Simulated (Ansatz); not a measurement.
Take a crystal in which Ge has been replaced by Pb on all its sites, with the cell rescaled by a rough guess (in some cases also distorted within its space group) and nothing relaxed:

```
CELL_PARAMETERS angstrom
2.15097 -6.14889 0.00000
2.15097 6.14889 0.00000
0.00000 0.00000 4.29472
ATOMIC_POSITIONS crystal
Pb 0.86170 0.13830 0.25000
Pb 0.13830 0.86170 0.75000
S 0.64910 0.35090 0.25000
S 0.35090 0.64910 0.75000
```

These are results of DFT PBE, scalar-relativistic, plane waves, PAW in Ansatz 0.2.0, not measurements.

Plane waves to 420 eV, a k mesh through Γ of 8×8×6 on the computed 4-atom cell and Gaussian smearing (0.02 eV); no spin polarisation.

Task: What pressure does the cell carry?

Result: The pressure is 0.3 GPa (positive in compression), so the cell would expand.

Task: Is it a metal on this mesh?

Result: No: the gap is 1.55 eV, the least direct gap 1.59 eV.

Task: What is its energy against the elements in their standard states?

Result: -0.500 eV/atom at this unrelaxed geometry, with the elements in the same functional.

Spin-orbit coupling is left out, which matters for the bands of heavy elements.

This form isn't the usual stable structure of the compound.